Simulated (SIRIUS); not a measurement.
# Ir (P6_3/mmc) in SIRIUS: equation of state, part 2 of 3

SIRIUS 7.12.0. Earlier steps stand in the parts before.

### Step 4. Equation of state, PBE, 14.33 Å³/atom (volume scaled by 0.98)

The input, sirius.json:

```json
{
  "control": {
    "processing_unit": "cpu",
    "std_evp_solver_name": "lapack",
    "gen_evp_solver_name": "lapack",
    "verbosity": 2,
    "print_forces": false,
    "ortho_rf": true,
    "use_second_variation": true,
    "rmt_max": 3.0,
    "num_bands_to_print": 24,
    "save_wf": true
  },
  "parameters": {
    "electronic_structure_method": "full_potential_lapwlo",
    "xc_functionals": ["XC_GGA_X_PBE", "XC_GGA_C_PBE"],
    "core_relativity": "dirac",
    "valence_relativity": "iora",
    "num_fv_states": 42,
    "smearing": "fermi_dirac",
    "smearing_width": 0.0018374661,
    "pw_cutoff": 20,
    "gk_cutoff": 3.69,
    "lmax_apw": 11,
    "lmax_rho": 8,
    "lmax_pot": 8,
    "num_mag_dims": 0,
    "auto_rmt": 0,
    "ngridk": [11, 11, 6],
    "shiftk": [0, 0, 0],
    "num_dft_iter": 80,
    "energy_tol": 1e-07,
    "density_tol": 1e-05,
    "use_symmetry": true
  },
  "settings": {"tol_ne": 1e-10},
  "iterative_solver": {"type": "exact"},
  "mixer": {"type": "anderson", "beta": 0.5, "max_history": 8},
  "unit_cell": {
    "lattice_vectors": [[5.1644546636, 0.0, 0.0], [-2.5822273319, 4.4725489353, 0.0], [0.0, 0.0, 8.3759102835]],
    "atom_types": ["Ir"],
    "atom_files": {"Ir": "Ir.json"},
    "atoms": {"Ir": [[0.3333333333, 0.6666666667, 0.25], [0.6666666667, 0.3333333333, 0.75]]}
  }
}
```

The input, Ir.json:

```json
{
  "name": "iridium",
  "symbol": "Ir",
  "number": 77,
  "mass": 192.217,
  "rmin": 1e-06,
  "rmt": 2.49,
  "nrmt": 800,
  "rinf": 13.6,
  "core": "1s2s2p3s3p3d4s4p4d",
  "valence": [
    {"basis": [{"enu": 0.3, "dme": 0, "n": 0, "auto": 0}, {"enu": 0.3, "dme": 1, "n": 0, "auto": 0}]},
    {"l": 0, "n": 1, "basis": [{"enu": 0.4, "dme": 0, "n": 0, "auto": 0}]},
    {"l": 1, "n": 2, "basis": [{"enu": 0.4, "dme": 0, "n": 0, "auto": 0}]},
    {"l": 2, "n": 3, "basis": [{"enu": 0.4, "dme": 0, "n": 0, "auto": 0}]},
    {"l": 3, "n": 4, "basis": [{"enu": 0.4, "dme": 0, "n": 0, "auto": 0}]},
    {"l": 4, "n": 5, "basis": [{"enu": 0.4, "dme": 0, "n": 0, "auto": 0}]}
  ],
  "lo": [
    {"l": 0, "basis": [{"enu": 0.4, "dme": 0, "n": 0, "auto": 0}, {"enu": 0.4, "dme": 1, "n": 0, "auto": 0}]},
    {
      "l": 0,
      "basis": [{"enu": -2.9541, "dme": 0, "n": 5, "auto": 1}, {"enu": -2.9541, "dme": 1, "n": 5, "auto": 1}]
    },
    {"l": 0, "basis": [{"enu": -2.9541, "dme": 1, "n": 5, "auto": 1}, {"enu": 0.4, "dme": 0, "n": 0, "auto": 0}]},
    {"l": 0, "basis": [{"enu": 0.4, "dme": 0, "n": 0, "auto": 0}, {"enu": 2.9806, "dme": 0, "n": 0, "auto": 0}]},
    {"l": 1, "basis": [{"enu": 0.4, "dme": 0, "n": 0, "auto": 0}, {"enu": 0.4, "dme": 1, "n": 0, "auto": 0}]},
    {
      "l": 1,
      "basis": [{"enu": -1.3721, "dme": 0, "n": 5, "auto": 1}, {"enu": -1.3721, "dme": 1, "n": 5, "auto": 1}]
    },
    {"l": 1, "basis": [{"enu": -1.3721, "dme": 1, "n": 5, "auto": 1}, {"enu": 0.4, "dme": 0, "n": 0, "auto": 0}]},
    {"l": 1, "basis": [{"enu": 0.4, "dme": 0, "n": 0, "auto": 0}, {"enu": 3.3677, "dme": 0, "n": 0, "auto": 0}]},
    {"l": 2, "basis": [{"enu": 0.4, "dme": 0, "n": 0, "auto": 0}, {"enu": 0.4, "dme": 1, "n": 0, "auto": 0}]},
    {"l": 2, "basis": [{"enu": 0.4, "dme": 1, "n": 0, "auto": 0}, {"enu": 0.4, "dme": 2, "n": 0, "auto": 0}]},
    {"l": 2, "basis": [{"enu": 0.4, "dme": 0, "n": 0, "auto": 0}, {"enu": 2.9161, "dme": 0, "n": 0, "auto": 0}]},
    {"l": 3, "basis": [{"enu": 0.4, "dme": 0, "n": 0, "auto": 0}, {"enu": 0.4, "dme": 1, "n": 0, "auto": 0}]},
    {
      "l": 3,
      "basis": [{"enu": -1.6696, "dme": 0, "n": 4, "auto": 1}, {"enu": -1.6696, "dme": 1, "n": 4, "auto": 1}]
    },
    {"l": 3, "basis": [{"enu": -1.6696, "dme": 1, "n": 4, "auto": 1}, {"enu": 0.4, "dme": 0, "n": 0, "auto": 0}]},
    {"l": 3, "basis": [{"enu": 0.4, "dme": 0, "n": 0, "auto": 0}, {"enu": 4.1419, "dme": 0, "n": 0, "auto": 0}]},
    {"l": 4, "basis": [{"enu": 0.4, "dme": 0, "n": 0, "auto": 0}, {"enu": 0.4, "dme": 1, "n": 0, "auto": 0}]},
    {"l": 4, "basis": [{"enu": 0.4, "dme": 0, "n": 0, "auto": 0}, {"enu": 3.4967, "dme": 0, "n": 0, "auto": 0}]}
  ],
  "free_atom": [... radial grid and density of the free atom, the start of the SCF ...]
}
```

The input, sirius_start.json:

```json
{
  "control": {
    "processing_unit": "cpu",
    "std_evp_solver_name": "lapack",
    "gen_evp_solver_name": "lapack",
    "verbosity": 1,
    "print_forces": false,
    "ortho_rf": true,
    "use_second_variation": true,
    "rmt_max": 3.0,
    "num_bands_to_print": 24,
    "save_wf": false
  },
  "parameters": {
    "electronic_structure_method": "full_potential_lapwlo",
    "xc_functionals": ["XC_LDA_X", "XC_LDA_C_PW"],
    "core_relativity": "dirac",
    "valence_relativity": "iora",
    "num_fv_states": 42,
    "smearing": "fermi_dirac",
    "smearing_width": 0.0055123983,
    "pw_cutoff": 20,
    "gk_cutoff": 2.96,
    "lmax_apw": 11,
    "lmax_rho": 8,
    "lmax_pot": 8,
    "num_mag_dims": 0,
    "auto_rmt": 0,
    "ngridk": [4, 4, 2],
    "shiftk": [0, 0, 0],
    "num_dft_iter": 30,
    "energy_tol": 0.01,
    "density_tol": 0.05,
    "use_symmetry": true
  },
  "settings": {"tol_ne": 1e-10},
  "iterative_solver": {"type": "exact"},
  "mixer": {"type": "anderson", "beta": 0.5, "max_history": 8},
  "unit_cell": {
    "lattice_vectors": [[5.1644546636, 0.0, 0.0], [-2.5822273319, 4.4725489353, 0.0], [0.0, 0.0, 8.3759102835]],
    "atom_types": ["Ir"],
    "atom_files": {"Ir": "Ir.json"},
    "atoms": {"Ir": [[0.3333333333, 0.6666666667, 0.25], [0.6666666667, 0.3333333333, 0.75]]}
  }
}
```

Run with:

```console
$ OMP_NUM_THREADS=1 sirius.scf --input=sirius_start.json --output=start.json
$ OMP_NUM_THREADS=1 sirius.scf --input=sirius.json --output=output.json --task=1
```

Run time: 80 s. Hardware: 1 thread of Arm Neoverse V1, shared host; peak memory 0.52 GiB.

It converged, with:

| Item | Value |
| --- | --- |
| Free energy | -971889.1261 eV |
| Band gap on the k mesh | none (metal or under the smearing width) |
| All electrons inside the program's atomic spheres | Ir 75.50 (radii Ir 2.49 bohr) |

### Step 5. Equation of state, PBE, 14.92 Å³/atom (volume scaled by 1.02)

sirius.json: that of step 4 with these lines changed.

```diff
@@ -39,3 +39,3 @@
   "unit_cell": {
-    "lattice_vectors": [[5.1644546636, 0.0, 0.0], [-2.5822273319, 4.4725489353, 0.0], [0.0, 0.0, 8.3759102835]],
+    "lattice_vectors": [[5.2337844757, 0.0, 0.0], [-2.6168922377, 4.5325903138, 0.0], [0.0, 0.0, 8.4883520266]],
     "atom_types": ["Ir"],
```

The input, Ir.json:

```json
{
  "name": "iridium",
  "symbol": "Ir",
  "number": 77,
  "mass": 192.217,
  "rmin": 1e-06,
  "rmt": 2.49,
  "nrmt": 800,
  "rinf": 13.6,
  "core": "1s2s2p3s3p3d4s4p4d",
  "valence": [
    {"basis": [{"enu": 0.27, "dme": 0, "n": 0, "auto": 0}, {"enu": 0.27, "dme": 1, "n": 0, "auto": 0}]},
    {"l": 0, "n": 1, "basis": [{"enu": 0.37, "dme": 0, "n": 0, "auto": 0}]},
    {"l": 1, "n": 2, "basis": [{"enu": 0.37, "dme": 0, "n": 0, "auto": 0}]},
    {"l": 2, "n": 3, "basis": [{"enu": 0.37, "dme": 0, "n": 0, "auto": 0}]},
    {"l": 3, "n": 4, "basis": [{"enu": 0.37, "dme": 0, "n": 0, "auto": 0}]},
    {"l": 4, "n": 5, "basis": [{"enu": 0.37, "dme": 0, "n": 0, "auto": 0}]}
  ],
  "lo": [
    {"l": 0, "basis": [{"enu": 0.37, "dme": 0, "n": 0, "auto": 0}, {"enu": 0.37, "dme": 1, "n": 0, "auto": 0}]},
    {
      "l": 0,
      "basis": [{"enu": -2.9841, "dme": 0, "n": 5, "auto": 1}, {"enu": -2.9841, "dme": 1, "n": 5, "auto": 1}]
    },
    {
      "l": 0,
      "basis": [{"enu": -2.9841, "dme": 1, "n": 5, "auto": 1}, {"enu": 0.37, "dme": 0, "n": 0, "auto": 0}]
    },
    {"l": 0, "basis": [{"enu": 0.37, "dme": 0, "n": 0, "auto": 0}, {"enu": 2.9506, "dme": 0, "n": 0, "auto": 0}]},
    {"l": 1, "basis": [{"enu": 0.37, "dme": 0, "n": 0, "auto": 0}, {"enu": 0.37, "dme": 1, "n": 0, "auto": 0}]},
    {
      "l": 1,
      "basis": [{"enu": -1.4021, "dme": 0, "n": 5, "auto": 1}, {"enu": -1.4021, "dme": 1, "n": 5, "auto": 1}]
    },
    {
      "l": 1,
      "basis": [{"enu": -1.4021, "dme": 1, "n": 5, "auto": 1}, {"enu": 0.37, "dme": 0, "n": 0, "auto": 0}]
    },
    {"l": 1, "basis": [{"enu": 0.37, "dme": 0, "n": 0, "auto": 0}, {"enu": 3.3377, "dme": 0, "n": 0, "auto": 0}]},
    {"l": 2, "basis": [{"enu": 0.37, "dme": 0, "n": 0, "auto": 0}, {"enu": 0.37, "dme": 1, "n": 0, "auto": 0}]},
    {"l": 2, "basis": [{"enu": 0.37, "dme": 1, "n": 0, "auto": 0}, {"enu": 0.37, "dme": 2, "n": 0, "auto": 0}]},
    {"l": 2, "basis": [{"enu": 0.37, "dme": 0, "n": 0, "auto": 0}, {"enu": 2.8861, "dme": 0, "n": 0, "auto": 0}]},
    {"l": 3, "basis": [{"enu": 0.37, "dme": 0, "n": 0, "auto": 0}, {"enu": 0.37, "dme": 1, "n": 0, "auto": 0}]},
    {
      "l": 3,
      "basis": [{"enu": -1.6996, "dme": 0, "n": 4, "auto": 1}, {"enu": -1.6996, "dme": 1, "n": 4, "auto": 1}]
    },
    {
      "l": 3,
      "basis": [{"enu": -1.6996, "dme": 1, "n": 4, "auto": 1}, {"enu": 0.37, "dme": 0, "n": 0, "auto": 0}]
    },
    {"l": 3, "basis": [{"enu": 0.37, "dme": 0, "n": 0, "auto": 0}, {"enu": 4.1119, "dme": 0, "n": 0, "auto": 0}]},
    {"l": 4, "basis": [{"enu": 0.37, "dme": 0, "n": 0, "auto": 0}, {"enu": 0.37, "dme": 1, "n": 0, "auto": 0}]},
    {"l": 4, "basis": [{"enu": 0.37, "dme": 0, "n": 0, "auto": 0}, {"enu": 3.4667, "dme": 0, "n": 0, "auto": 0}]}
  ],
  "free_atom": [... radial grid and density of the free atom, the start of the SCF ...]
}
```

sirius_start.json: that of step 4 with these lines changed.

```diff
@@ -39,3 +39,3 @@
   "unit_cell": {
-    "lattice_vectors": [[5.1644546636, 0.0, 0.0], [-2.5822273319, 4.4725489353, 0.0], [0.0, 0.0, 8.3759102835]],
+    "lattice_vectors": [[5.2337844757, 0.0, 0.0], [-2.6168922377, 4.5325903138, 0.0], [0.0, 0.0, 8.4883520266]],
     "atom_types": ["Ir"],
```

Run with:

```console
$ OMP_NUM_THREADS=1 sirius.scf --input=sirius_start.json --output=start.json
$ OMP_NUM_THREADS=1 sirius.scf --input=sirius.json --output=output.json --task=1
```

It took 81 s on 1 thread of Arm Neoverse V1, shared host; peak memory 0.53 GiB.

Results (log left out):

| Quantity | Value |
| --- | --- |
| Free energy | -971889.1169 eV |
| Band gap on the k mesh | none (metal or under the smearing width) |
| All electrons inside the program's atomic spheres | Ir 75.40 (radii Ir 2.49 bohr) |

### Step 6. Equation of state, PBE, 15.21 Å³/atom (volume scaled by 1.04)

sirius.json: that of step 5 with these lines changed.

```diff
@@ -39,3 +39,3 @@
   "unit_cell": {
-    "lattice_vectors": [[5.2337844757, 0.0, 0.0], [-2.6168922377, 4.5325903138, 0.0], [0.0, 0.0, 8.4883520266]],
+    "lattice_vectors": [[5.2677710415, 0.0, 0.0], [-2.6338855207, 4.5620235431, 0.0], [0.0, 0.0, 8.5434727402]],
     "atom_types": ["Ir"],
```

The input, Ir.json:

```json
{
  "name": "iridium",
  "symbol": "Ir",
  "number": 77,
  "mass": 192.217,
  "rmin": 1e-06,
  "rmt": 2.49,
  "nrmt": 800,
  "rinf": 13.6,
  "core": "1s2s2p3s3p3d4s4p4d",
  "valence": [
    {"basis": [{"enu": 0.26, "dme": 0, "n": 0, "auto": 0}, {"enu": 0.26, "dme": 1, "n": 0, "auto": 0}]},
    {"l": 0, "n": 1, "basis": [{"enu": 0.36, "dme": 0, "n": 0, "auto": 0}]},
    {"l": 1, "n": 2, "basis": [{"enu": 0.36, "dme": 0, "n": 0, "auto": 0}]},
    {"l": 2, "n": 3, "basis": [{"enu": 0.36, "dme": 0, "n": 0, "auto": 0}]},
    {"l": 3, "n": 4, "basis": [{"enu": 0.36, "dme": 0, "n": 0, "auto": 0}]},
    {"l": 4, "n": 5, "basis": [{"enu": 0.36, "dme": 0, "n": 0, "auto": 0}]}
  ],
  "lo": [
    {"l": 0, "basis": [{"enu": 0.36, "dme": 0, "n": 0, "auto": 0}, {"enu": 0.36, "dme": 1, "n": 0, "auto": 0}]},
    {
      "l": 0,
      "basis": [{"enu": -2.9941, "dme": 0, "n": 5, "auto": 1}, {"enu": -2.9941, "dme": 1, "n": 5, "auto": 1}]
    },
    {
      "l": 0,
      "basis": [{"enu": -2.9941, "dme": 1, "n": 5, "auto": 1}, {"enu": 0.36, "dme": 0, "n": 0, "auto": 0}]
    },
    {"l": 0, "basis": [{"enu": 0.36, "dme": 0, "n": 0, "auto": 0}, {"enu": 2.9406, "dme": 0, "n": 0, "auto": 0}]},
    {"l": 1, "basis": [{"enu": 0.36, "dme": 0, "n": 0, "auto": 0}, {"enu": 0.36, "dme": 1, "n": 0, "auto": 0}]},
    {
      "l": 1,
      "basis": [{"enu": -1.4121, "dme": 0, "n": 5, "auto": 1}, {"enu": -1.4121, "dme": 1, "n": 5, "auto": 1}]
    },
    {
      "l": 1,
      "basis": [{"enu": -1.4121, "dme": 1, "n": 5, "auto": 1}, {"enu": 0.36, "dme": 0, "n": 0, "auto": 0}]
    },
    {"l": 1, "basis": [{"enu": 0.36, "dme": 0, "n": 0, "auto": 0}, {"enu": 3.3277, "dme": 0, "n": 0, "auto": 0}]},
    {"l": 2, "basis": [{"enu": 0.36, "dme": 0, "n": 0, "auto": 0}, {"enu": 0.36, "dme": 1, "n": 0, "auto": 0}]},
    {"l": 2, "basis": [{"enu": 0.36, "dme": 1, "n": 0, "auto": 0}, {"enu": 0.36, "dme": 2, "n": 0, "auto": 0}]},
    {"l": 2, "basis": [{"enu": 0.36, "dme": 0, "n": 0, "auto": 0}, {"enu": 2.8761, "dme": 0, "n": 0, "auto": 0}]},
    {"l": 3, "basis": [{"enu": 0.36, "dme": 0, "n": 0, "auto": 0}, {"enu": 0.36, "dme": 1, "n": 0, "auto": 0}]},
    {
      "l": 3,
      "basis": [{"enu": -1.7096, "dme": 0, "n": 4, "auto": 1}, {"enu": -1.7096, "dme": 1, "n": 4, "auto": 1}]
    },
    {
      "l": 3,
      "basis": [{"enu": -1.7096, "dme": 1, "n": 4, "auto": 1}, {"enu": 0.36, "dme": 0, "n": 0, "auto": 0}]
    },
    {"l": 3, "basis": [{"enu": 0.36, "dme": 0, "n": 0, "auto": 0}, {"enu": 4.1019, "dme": 0, "n": 0, "auto": 0}]},
    {"l": 4, "basis": [{"enu": 0.36, "dme": 0, "n": 0, "auto": 0}, {"enu": 0.36, "dme": 1, "n": 0, "auto": 0}]},
    {"l": 4, "basis": [{"enu": 0.36, "dme": 0, "n": 0, "auto": 0}, {"enu": 3.4567, "dme": 0, "n": 0, "auto": 0}]}
  ],
  "free_atom": [... radial grid and density of the free atom, the start of the SCF ...]
}
```

sirius_start.json: that of step 5 with these lines changed.

```diff
@@ -39,3 +39,3 @@
   "unit_cell": {
-    "lattice_vectors": [[5.2337844757, 0.0, 0.0], [-2.6168922377, 4.5325903138, 0.0], [0.0, 0.0, 8.4883520266]],
+    "lattice_vectors": [[5.2677710415, 0.0, 0.0], [-2.6338855207, 4.5620235431, 0.0], [0.0, 0.0, 8.5434727402]],
     "atom_types": ["Ir"],
```

Potentials or basis: all-electron FP-LAPW, apw+lo standard.

Run with:

```console
$ OMP_NUM_THREADS=1 sirius.scf --input=sirius_start.json --output=start.json
$ OMP_NUM_THREADS=1 sirius.scf --input=sirius.json --output=output.json --task=1
```

Standard output:

```text
[info] SIRIUS version : 7.12.0
[info] number of MPI ranks           : 1
[info] MPI grid                      : 1 1
[info] maximum number of OMP threads : 1
[fft] FFT context for density and potential
[fft] =====================================
[fft]   plane wave cutoff                     : 20
[fft]   grid size                             : 36 36 60   total : 77760
[fft]   grid limits                           : -17 18   -17 18   -29 30
[fft]   number of G-vectors within the cutoff : 27595
[fft]   number of G-shells                    : 1444
[fft] FFT context for coarse grid
[fft] =====================================
[fft]   plane wave cutoff                     : 7.38
[fft]   grid size                             : 15 15 24   total : 5400
[fft]   grid limits                           : -7 7   -7 7   -11 12
[fft]   number of G-vectors within the cutoff : 1389
[fft]   number of G-shells                    : 103
[unit cell] lattice vectors
[... 411 lines left out ...]
[find] band gap (eV)                  :       0.00000000
[find] Efermi                         :       0.48314885
[find] iteration : 6, RMS (target) : 2.8013e-06 (1.0000e-05) , energy difference (target) : 8.0123e-08 (1.0000e-07)
[find] converged after 7 SCF iterations!
[find] Charges and magnetic moments
[find] --------------------------------------------------------------------------------
[find] atom      charge    core leakage
[find] --------------------------------------------------------------------------------
[find]    0   75.358114    1.509347e-07
[find]    1   75.358114    1.509347e-07
[find] total core leakage    : 3.01869304e-07
[find] interstitial charge   : 3.283765
[find] total charge          : 153.999994
[find] Energy
[find] --------------------------------------------------------------------------------
[find] valence_eval_sum               :     -66.87202121
[find] core_eval_sum                  :  -21843.22927401
[find] kinetic energy                 :   40704.08832512
[find] enuc                           :  -44871.86079601
[find] <rho|V^{XC}>                   :    -913.81331848
[find] <rho|E^{XC}>                   :    -698.30329896
[find] <mag|B^{XC}>                   :       0.00000000
[find] <rho|V^{H}>                    :  -61700.37630186
[find] smearing (-TS)                 :      -0.00100328
[find] SCF correction                 :       0.00007195
[find] Total energy                   :  -35716.26384883 (Ha),  -71432.52769766 (Ry)
[find] Free energy (E-TS)             :  -35716.26485211 (Ha),  -71432.52970423 (Ry)
[find] band gap (eV)                  :       0.00000000
[find] Efermi                         :       0.48314885
```

start_output:

```text
[find] Total energy                   :  -35696.26096705 (Ha),  -71392.52193411 (Ry)
[find] band gap (eV)                  :       0.00000000
[find] Efermi                         :       0.58538753
[find] iteration : 0, RMS (target) : 2.4635e+01 (5.0000e-02) , energy difference (target) : -3.5696e+04 (1.0000e-02)
[find] Total energy                   :  -35696.14950815 (Ha),  -71392.29901630 (Ry)
[find] band gap (eV)                  :       0.00000000
[find] Efermi                         :       0.51133708
[find] iteration : 1, RMS (target) : 1.1854e+01 (5.0000e-02) , energy difference (target) : 1.1146e-01 (1.0000e-02)
[find] Total energy                   :  -35696.15387803 (Ha),  -71392.30775606 (Ry)
[find] band gap (eV)                  :       0.00000000
[find] Efermi                         :       0.43810919
[find] iteration : 2, RMS (target) : 2.6978e-01 (5.0000e-02) , energy difference (target) : -4.3699e-03 (1.0000e-02)
[find] Total energy                   :  -35696.15439726 (Ha),  -71392.30879452 (Ry)
[find] band gap (eV)                  :       0.00000000
[find] Efermi                         :       0.44253122
[find] iteration : 3, RMS (target) : 9.6407e-02 (5.0000e-02) , energy difference (target) : -5.1923e-04 (1.0000e-02)
[find] Total energy                   :  -35696.15503607 (Ha),  -71392.31007213 (Ry)
[find] band gap (eV)                  :       0.00000000
[find] Efermi                         :       0.43882502
[find] iteration : 4, RMS (target) : 1.6347e-02 (5.0000e-02) , energy difference (target) : -6.3880e-04 (1.0000e-02)
[find] converged after 5 SCF iterations!
[find] Total energy                   :  -35696.15503607 (Ha),  -71392.31007213 (Ry)
[find] band gap (eV)                  :       0.00000000
[find] Efermi                         :       0.43882502
```

It took 81 s on 1 thread of Arm Neoverse V1, shared host; peak memory 0.54 GiB.

Results:

* Free energy: -971889.0782 eV
* Band gap on the k mesh: none (metal or under the smearing width)
* All electrons inside the program's atomic spheres: Ir 75.36 (radii Ir 2.49 bohr)

(Continued in part 3 of 3.)
